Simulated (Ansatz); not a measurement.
Runs of Ansatz 0.2.0 on Pt. It takes space group Fm-3m (No. 225, cubic). Conventional cell: a = 3.922 Å, b = 3.922 Å, c = 3.922 Å, α = 90.00°, β = 90.00°, γ = 90.00°. Pt (site symmetry m-3m) has 12 Pt at 2.77 Å as nearest neighbours. 

```tsv
level	gap on the mesh (eV)	pressure (GPa)	relaxed volume (Å³/atom)
RPBE+D3(BJ)	-	0.0	(b)
PBEsol+D3(BJ)	-	0.0	14.63
revPBE+D4	-	0.0	15.11
RPBE+D4	none	0.0	15.08
PBEsol+D4	none	0.0	(a)
BLYP+D3(BJ)	-	0.0	15.37
revPBE+D3(BJ)	-	0.0	14.91
```

Alike in all rows: task relaxation of cell and atoms; potentials or basis Ansatz PAW; no spin polarisation; cell relaxed; k mesh 12 × 12 × 12; cutoff (eV) 420; smearing fermi-dirac 0.05 eV.

Fill in the values left out.

(a) 14.82; (b) 13.53.

Caveats: the plane-wave basis is chosen anew once the cell has moved, so the energies of steps on either side of that aren't comparable; the PAW data sets come from PBE, with cores solved anew for the run's functional, which leaves a small shift of forces and pressure; pairwise dispersion overbinds metals, which lowers pressure and volume (some runs); the volume moved by -10 % from the deposited cell, more than functionals usually miss (some runs).

A k mesh can miss the band edges, and the runs leave out spin-orbit coupling on Pt.

A gap of «none» marks a metal or a gap under the smearing width.

Runs at the PBE level aren't shown here.
